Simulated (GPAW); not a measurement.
# HgSe (F-43m) in GPAW: further runs

One crystal, HgSe, is run at these levels: PBE; tasks: single point.

All numbers are computed with GPAW 26.7.0; they aren't measurements. Logs are shortened: lines on timing, memory, paths and dates and some standing lists are left out, and cuts for length are marked. The log counts tension as positive stress, the text compression.

## 1. Starting point

It takes space group F-43m (No. 216, cubic). Conventional cell: a = 6.078 Å, b = 6.078 Å, c = 6.078 Å, α = 90.00°, β = 90.00°, γ = 90.00°. Around Hg (site symmetry -43m) lie 4 Se at 2.63 Å. Se (site symmetry -43m) has 4 Hg at 2.63 Å as nearest neighbours.

## 2. Single point, PBE

The input, run.py:

```python
from ase.dft.bandgap import bandgap
from ase.io import read, write
from ase.units import GPa
from gpaw import GPAW, PW

atoms = read('HgSe.cif')

calc = GPAW(mode=PW(300),
            xc='PBE',
            kpts={'size': (6, 6, 6), 'gamma': True},
            occupations={'name': 'fermi-dirac', 'width': 0.05},
            nbands=18,
            convergence={'density': 1e-05, 'energy': 1e-05},
            maxiter=50,
            txt='gpaw.txt')
atoms.calc = calc
energy = atoms.get_potential_energy()
forces = atoms.get_forces()
stress = atoms.get_stress()
calc.write('gs.gpw')
write('result.traj', atoms)
print(f'Energy: {energy:.6f} eV')
print('Forces (eV/A):')
print(forces.round(4))
print('Stress (GPa):', (stress / GPa).round(3))
print('Fermi level:', round(calc.get_fermi_level(), 4), 'eV')
print(f'Gap: {bandgap(calc)[0]:.4f} eV, direct: {bandgap(calc, direct=True)[0]:.4f} eV')
```

The input, HgSe.cif:

```cif
data_HgSe
_cell_length_a 4.29779502
_cell_length_b 4.29779502
_cell_length_c 4.29779502
_cell_angle_alpha 60.00000000
_cell_angle_beta 60.00000000
_cell_angle_gamma 60.00000000
_space_group_name_H-M_alt 'P1'
_space_group_name_Hall 'P 1'
_space_group_IT_number 1
loop_
_space_group_symop_operation_xyz
'x,y,z'
loop_
_atom_site_label
_atom_site_type_symbol
_atom_site_symmetry_multiplicity
_atom_site_Wyckoff_symbol
_atom_site_fract_x
_atom_site_fract_y
_atom_site_fract_z
_atom_site_occupancy
Hg1 Hg 1 a 0.0000000000 0.0000000000 0.0000000000 1
Se1 Se 1 a 0.7500000000 0.7500000000 0.7500000000 1
```

Potentials or basis: GPAW PAW data sets (gpaw-data 1.2.1), pw.

Command:

```sh
OMP_NUM_THREADS=1 python run.py
```

gpaw.txt:

```text
__  _  _
 | _ |_)|_||  |
 |__||  | ||/\| - 26.7.0

Input parameters:
  mode=PW(ecut=300.0),
  convergence={'density': 1e-05, 'energy': 1e-05},
  kpts=MonkhorstPack(size=(6, 6, 6), gamma=True),
  maxiter=50,
  nbands=18,
  occupations=Occupations(name='fermi-dirac', width=0.05),
  xc=XC(name='PBE')

Diagonalizing LCAO Hamiltonian
Converting LCAO to pw mode

                          Se

       Hg

Atoms  # Å, Bohr magnetons
|   | symbol |        x |        y |        z |    initial magnetic moments |
|---|--------|----------|----------|----------|-----------------------------|
| 0 |     Hg | 0.000000 | 0.000000 | 0.000000 | ( 0.0000,  0.0000,  0.0000) |
| 1 |     Se | 6.446693 | 3.722000 | 2.631851 | ( 0.0000,  0.0000,  0.0000) |

Unit cell  # Å
| periodic |        x |        y |        z |  lengths |    angles |
|----------|----------|----------|----------|----------|-----------|
|      yes | 4.297795 | 0.000000 | 0.000000 | 4.297795 | 60.000000 |
|      yes | 2.148898 | 3.722000 | 0.000000 | 4.297795 | 60.000000 |
|      yes | 2.148898 | 1.240667 | 3.509135 | 4.297795 | 60.000000 |

Number of symmetries: 24
Symmetry operations  # r_c * U_cc + t_c -> r_c
|    | kind |            matrix            |
|----|------|------------------------------|
|  0 |  E   |  1, 0, 0,  0, 1, 0,  0, 0, 1 |
|  1 |  σ   |  1, 0, 0,  0, 0, 1,  0, 1, 0 |
|  2 |  σ   |  1, 0,-1,  0, 1,-1,  0, 0,-1 |
|  3 |  C3  |  1, 0,-1,  0, 0,-1,  0, 1,-1 |
|  4 |  C3  |  1,-1, 0,  0,-1, 1,  0,-1, 0 |
|  5 |  σ   |  1,-1, 0,  0,-1, 0,  0,-1, 1 |
|  6 |  σ   |  0, 1, 0,  1, 0, 0,  0, 0, 1 |
|  7 |  C3  |  0, 1, 0,  0, 0, 1,  1, 0, 0 |
|  8 |  C2  |  0, 1,-1,  1, 0,-1,  0, 0,-1 |
|  9 |  S4  |  0, 1,-1,  0, 0,-1,  1, 0,-1 |
| 10 |  C3  |  0, 0, 1,  1, 0, 0,  0, 1, 0 |
| 11 |  σ   |  0, 0, 1,  0, 1, 0,  1, 0, 0 |
| 12 |  S4  |  0, 0,-1,  1, 0,-1,  0, 1,-1 |
| 13 |  C3  |  0, 0,-1,  0, 1,-1,  1, 0,-1 |
| 14 |  S4  |  0,-1, 1,  1,-1, 0,  0,-1, 0 |
| 15 |  C2  |  0,-1, 1,  0,-1, 0,  1,-1, 0 |
| 16 |  C3  |  0,-1, 0,  1,-1, 0,  0,-1, 1 |
| 17 |  S4  |  0,-1, 0,  0,-1, 1,  1,-1, 0 |
| 18 |  S4  | -1, 1, 0, -1, 0, 1, -1, 0, 0 |
| 19 |  C3  | -1, 1, 0, -1, 0, 0, -1, 0, 1 |
| 20 |  C3  | -1, 0, 1, -1, 1, 0, -1, 0, 0 |
| 21 |  S4  | -1, 0, 1, -1, 0, 0, -1, 1, 0 |
| 22 |  σ   | -1, 0, 0, -1, 1, 0, -1, 0, 1 |
| 23 |  C2  | -1, 0, 0, -1, 0, 1, -1, 1, 0 |

BZ-sampling:
  Number of BZ points: 216
  Number of IBZ points: 16

  Monkhorst-Pack size: [6, 6, 6]
  Monkhorst-Pack shift: [0.08333333333333333, 0.08333333333333333, 0.08333333333333333]

K-points  # in reciprocal-cell coordinates
|     |                                coordinates |     weight |
|-----|--------------------------------------------|------------|
|   0 | (  0.00000000,   0.00000000,   0.00000000) | 0.00462963 |
|   1 | (  0.16666667,   0.16666667,   0.00000000) | 0.02777778 |
|   2 | (  0.16666667,   0.16666667,   0.16666667) | 0.03703704 |
|   3 | (  0.33333333,   0.16666667,   0.16666667) | 0.05555556 |
|   4 | (  0.33333333,   0.33333333,  -0.33333333) | 0.05555556 |
|   5 | (  0.33333333,   0.33333333,   0.00000000) | 0.02777778 |
|   6 | (  0.33333333,   0.33333333,   0.16666667) | 0.11111111 |
|   7 | (  0.33333333,   0.33333333,   0.33333333) | 0.03703704 |
|   8 | (  0.50000000,   0.33333333,  -0.33333333) | 0.11111111 |
|   9 | (  0.50000000,   0.33333333,  -0.16666667) | 0.05555556 |
| ... |                                            |            |
|  15 | (  0.50000000,   0.50000000,   0.50000000) | 0.01851852 |

Plane wave coefficients: 680
Cutoff: 300.0 eV

Spin-components: 1 (collinear spins)
Bands:           18
Projectors:      11
Spin-degeneracy: 2
Datatype:        complex128

Parallelization:
  kpt:    1
  domain: 1
  band:   1

Density:
  Valence electrons: 24.0
  Components: 1
  Grid points: [18 18 18]
  Charge: 0.0  # |e|

Potential:
  Grid points: [18 18 18]

species:
  Hg:
    name:    Mercury
    Z:       80.0
    valence: 18
    core:    62
    charge:  0.0  # [|e|]
    compensation charges:
      type: gauss
      rc: 0.41  # [Å]
      lmax: 2
    cutoffs:
      filter: 2.17  # [Å]
      core: 2.06  # [Å]
    projectors
    | kind |    occ | energy [eV] | rcut [Å] |
    |------|--------|-------------|----------|
    |   6s |  2.000 |      -6.783 |    1.307 |
    |   5p |  6.000 |     -66.572 |    1.291 |
    |   6p |  0.000 |      -1.056 |    1.291 |
    |   5d | 10.000 |      -9.891 |    1.302 |
    |    s |        |      20.429 |    1.307 |
    |    d |        |      17.320 |    1.302 |

    Using partial waves for Hg as LCAO basis

  Se:
    name:    Selenium
    Z:       34.0
    valence: 6
    core:    28
    charge:  0.0  # [|e|]
    compensation charges:
      type: gauss
      rc: 0.27  # [Å]
      lmax: 2
    cutoffs:
      filter: 1.77  # [Å]
      core: 2.67  # [Å]
    projectors
    | kind |    occ | energy [eV] | rcut [Å] |
    |------|--------|-------------|----------|
    |   4s |  2.000 |     -17.277 |    0.847 |
    |   4p |  4.000 |      -6.512 |    1.005 |
    |    s |        |       9.935 |    0.847 |
    |    p |        |      20.699 |    1.005 |
    |    d |        |       0.000 |    0.847 |

    Using partial waves for Se as LCAO basis

Reference energy: -599259.310858  # eV

eigensolver:
  PPCG
  Converge bands: occupied
  niter=2

density mixing:
  MSR1-Mixer
  Pratt-step length: 0.05
  Maximum mixing coefficient: 0.75
  Old densities: 10
  SVD Regularization: 0.005
  Good broyden scale: 1.0
  Trust region scale: 1.0
  Backstep threshold: 4.0
  History deletion threshold: 6.0
  Fourier metric: weight=20.0, sigma=0.015

occupation numbers:
  Fermi-Dirac:
    width: 0.0500  # eV

poisson solver:
  ecut: 2400.0  # eV

xc functional:
  name: PBE with 2 nearest neighbor stencil

convergence criteria:
- Maximum integral of absolute [dens]ity change: 1e-05 electrons / valence electron
- Maximum [total energy] change in last 3 cyles: 1e-05 eV / valence electron
- Maximum integral of absolute [eigenst]ate change: 4e-08 eV^2 / valence electron
maximum number of iterations: 50

SCF iterations
|iter     | |      energy | eigst |  dens |
|---------|-|-------------|-------|-------|
|iter:   1| |   -4.424623 | -0.40 |       |
|iter:   2| |   -4.353956 | -2.46 | -1.37 |
|iter:   3| |   -4.144581 | -1.97 | -1.42 |
|iter:   4| |   -4.149404 | -3.05 | -1.92 |
|iter:   5| |   -4.151959 | -3.55 | -2.27 |
|iter:   6| |   -4.152137 | -4.94 | -3.22 |
|iter:   7| |   -4.152175c| -5.32 | -3.74 |
|iter:   8| |   -4.152175c| -7.13 | -4.41 |
|iter:   9| |   -4.152175c| -7.77c| -5.01c|

Converged in 9 steps
Energy contributions relative to reference atoms: (reference = -599259.310858)

Energy contributions:
  Kinetic:          12.733651
  Coulomb:          -8.916755
  Zero:             -1.054807
  External:          0.000000
  Xc:               -6.913770
  Entropy:          -0.000991
  Spinorbit:         0.000000
  ----------------------------
  Free energy:      -4.152671
  Extrapolated:     -4.152175

dipole moment: (-24.994315, -14.430474, -10.203886)  # |e|*Ang

Fermi level: 4.514
Eigenvalues  # (at kpt = [0.000, 0.000, 0.000])
| band index |      eig [eV] | occ [0-2] |
|------------|---------------|-----------|
|          0 |       -58.687 |     2.000 |
|        ... |               |           |
|          5 |        -2.758 |     2.000 |
|          6 |        -2.758 |     2.000 |
|          7 |        -2.046 |     2.000 |
|          8 |        -2.046 |     2.000 |
|          9 |         3.619 |     2.000 |
|         10 |         4.476 |     1.357 |
|         11 |         4.476 |     1.357 |
|         12 |         4.476 |     1.357 |
|         13 |         9.985 |     0.000 |
|         14 |         9.985 |     0.000 |
|         15 |         9.985 |     0.000 |
|         16 |        13.061 |     0.000 |
|         17 |        15.828 |     0.000 |

No gap
No difference between direct/indirect transitions

Forces  # eV/Ang
|        x |        y |       z |
|----------|----------|---------|
| -0.00000 | -0.00000 | 0.00000 |  # Hg   0
|  0.00000 |  0.00000 | 0.00000 |  # Se   1

Stress tensor  # eV/Ang^3
|         x |         y |         z |
|-----------|-----------|-----------|
|  0.012079 | -0.000000 | -0.000000 |
| -0.000000 |  0.012079 | -0.000000 |
| -0.000000 | -0.000000 |  0.012079 |

# Writing to gs.gpw (mode='')
```

It took 4.8 s on 1 thread of Arm Neoverse V2, shared host; peak memory 0.13 GiB.

These settings aren't checked as converged: the numbers below hold their error.

Results:

| Property | Result |
| --- | --- |
| Free energy | -4.1527 eV |
| Pressure | -1.9 GPa |
| Band gap on the k mesh | none (metal or under the smearing width) |

Caveat: the cutoff is short for stress and forces, so pressures can be off by a GPa or more.

## 3. Single point, PBE

Changes to run.py since step 2:

```diff
@@ -5,5 +5,5 @@
 
-atoms = read('HgSe.cif')
+atoms = read('POSCAR')
 
-calc = GPAW(mode=PW(300),
+calc = GPAW(mode=PW(600),
             xc='PBE',
@@ -13,3 +13,3 @@
             convergence={'density': 1e-05, 'energy': 1e-05},
-            maxiter=50,
+            maxiter=75,
             txt='gpaw.txt')
```

The input, POSCAR:

```
HgSe
1.0
    0.0000000000      3.0390000000      3.0390000000
    3.0390000000      0.0000000000      3.0390000000
    3.0390000000      3.0390000000      0.0000000000
Hg Se
1 1
Direct
    0.0000000000      0.0000000000      0.0000000000
    0.7500000000      0.7500000000      0.7500000000
```

Potentials or basis: GPAW PAW data sets (gpaw-data 1.2.1), pw.

Command:

```sh
OMP_NUM_THREADS=1 python run.py
```

Run time: 6.3 s. Hardware: 1 thread of Intel Xeon 6975P-C (Granite Rapids), shared host; peak memory 0.16 GiB.

The run converged. Its results:

```yaml
Free_energy: -4.8088 eV
Pressure: 5.1 GPa
Band_gap_on_the_k_mesh: none (metal or under the smearing width)
```

Levels at points of the mesh, in eV from the Fermi level:
| k point | band 9 | band 10 | band 11 | band 12 | band 13 | band 14 |
| --- | --- | --- | --- | --- | --- | --- |
| (0.00, 0.00, 0.00) | -6.60 | -0.86 | -0.04 | -0.04 | -0.04 | 5.47 |
| (0.50, 0.50, 0.00) | -6.22 | -5.09 | -2.35 | -2.35 | 2.84 | 2.96 |
| (0.50, 0.50, 0.50) | -6.26 | -5.51 | -1.02 | -1.02 | 1.17 | 6.23 |

The run has no spin-orbit coupling, so splittings on Hg are missing.
